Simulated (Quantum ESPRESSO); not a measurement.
**Moving the functional in GaP**

Space group F-43m (No. 216). a = 5.451 Å, b = 5.451 Å, c = 5.451 Å, α = 90.00°, β = 90.00°, γ = 90.00°
```
atom  site  symmetry       x       y       z
  Ga    4a      -43m  0.0000  0.0000  0.0000
   P    4c      -43m  0.2500  0.2500  0.2500
```

Kept alike: task dielectric tensor; k mesh 6 × 6 × 6, shifted; occupations fermi-dirac, width 0.05 eV; no spin polarisation. Program: Quantum ESPRESSO, potentials by row: PseudoDojo 0.4.1 SR PBE standard (AM05 on files made for PBE, PBE, WC on files made for PBE); PseudoDojo 0.4.1 SR LDA standard (LDA); PseudoDojo 0.4.1 SR PBEsol standard (PBEsol), cutoff 1088 eV. The mesh is that of the run's cell of 2 atoms. No spin-orbit coupling.

| functional | electronic dielectric constant (mean of the diagonal) |
| --- | --- |
| AM05 | 10.75 |
| LDA | 11.07 |
| PBE | 10.51 |
| PBEsol | 10.83 |
| WC | 10.97 |

Runs of this series that gave no sound value for these columns are left out. Potentials were made for PBE (AM05, PBE, WC); LDA (LDA); PBEsol (PBEsol).

What does the functional change here?

The electronic dielectric constant runs from 10.51 (PBE) to 11.07 mean of the diagonal (LDA). From PBE: AM05 +0.24; LDA +0.56; PBEsol +0.32; WC +0.46.
